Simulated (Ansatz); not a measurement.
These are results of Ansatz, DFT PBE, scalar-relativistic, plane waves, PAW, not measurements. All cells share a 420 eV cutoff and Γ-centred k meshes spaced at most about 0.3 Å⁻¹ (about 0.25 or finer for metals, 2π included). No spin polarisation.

Temperature and zero-point effects are left out.

Compare these two cells of MoH6, each relaxed at this level.

1.

```xyz
14
Lattice="2.8325 0.0000 0.0000 -1.4163 2.4530 0.0000 0.0000 0.0000 23.0629" Properties=species:S:1:pos:R:3 pbc="T T T"
H     0.0000    0.0000   20.8871
H     0.0000    0.0000    2.1759
H     1.4163    0.8177   14.9455
H     1.4163    0.8177   14.1982
H     0.0000    1.6354   17.9871
H     0.0000    1.6354   17.2395
H     0.0000    0.0000   11.1578
H     0.0000    0.0000   11.9052
H     1.4163    0.8177    5.0758
H     1.4163    0.8177    5.8234
H     0.0000    1.6354    8.1174
H     0.0000    1.6354    8.8647
Mo    1.4163    0.8177   21.9177
Mo    0.0000    1.6354    1.1452
```

2.

```xyz
7
Lattice="2.2187 -2.2006 0.0000 2.2187 2.2006 0.0000 -1.3504 0.0000 5.6408" Properties=species:S:1:pos:R:3 pbc="T T T"
H     1.7762   -1.1040    4.2646
H     1.7762    1.1040    4.2646
H     3.8747    0.0000    1.3598
H     1.0478    0.0000    5.6015
H     1.0560   -0.9261    0.6776
H     1.0560    0.9261    0.6776
Mo    2.7135    0.0000    5.3390
```

**Question.** Which is lower in energy, and by how much?

**Answer.** Cell 1 is lower, by 134 meV/atom. Cell 1 has space group P-3m1 (No. 164), 11.4 Å³/atom and no gap on its mesh; cell 2 has space group Cm (No. 8), 7.9 Å³/atom and a gap of 0.16 eV. Counting H atoms around Mo (those within 1.25 times the shortest such distance or 1.15 times the sum of covalent radii), cell 1 has Mo 3 and cell 2 has Mo 10. Cell 1 holds H–H pairs as short as in free H₂ molecules (shortest 0.75 Å); in cell 2 the shortest H–H distance is 1.57 Å. Even the lower one lies +0.08 eV/atom against the reference forms of the elements (uncorrected), a margin that errors in the energy of the gaseous reference can exceed. In cell 1, H on its first site is surrounded by 3 Mo at 1.93 Å; H on its second site has 1 H at 0.75 Å; Mo is surrounded by 3 H at 1.93 Å and 9 Mo at 2.81–2.83 Å; 4 more sites not described. In cell 2, H on a site of symmetry 1 is surrounded by 1 Mo at 1.80 Å, 1 H at 1.88 Å, 1 Mo at 2.00 Å, 1 H at 2.07 Å and 5 H at 2.19–2.28 Å; around H on a site of symmetry m lie 2 H at 1.57 Å, 1 Mo at 1.67 Å and 3 H at 1.99–2.03 Å; Mo has 2 H at 1.67–1.69 Å, 4 H at 1.79–1.80 Å and 4 H at 1.96–2.00 Å; 2 more sites not described. Both come from invented guesses.

Weakly bound directions are ill-defined at this level, which has no dispersion term (P-3m1, Cm), and this can change margins and order among such cells. Kohn–Sham gaps at this level usually fall short of measured ones. With hydrogen, zero-point motion can shift such differences by 10 meV/atom or more. Cells relaxed within their symmetry can be saddle points.
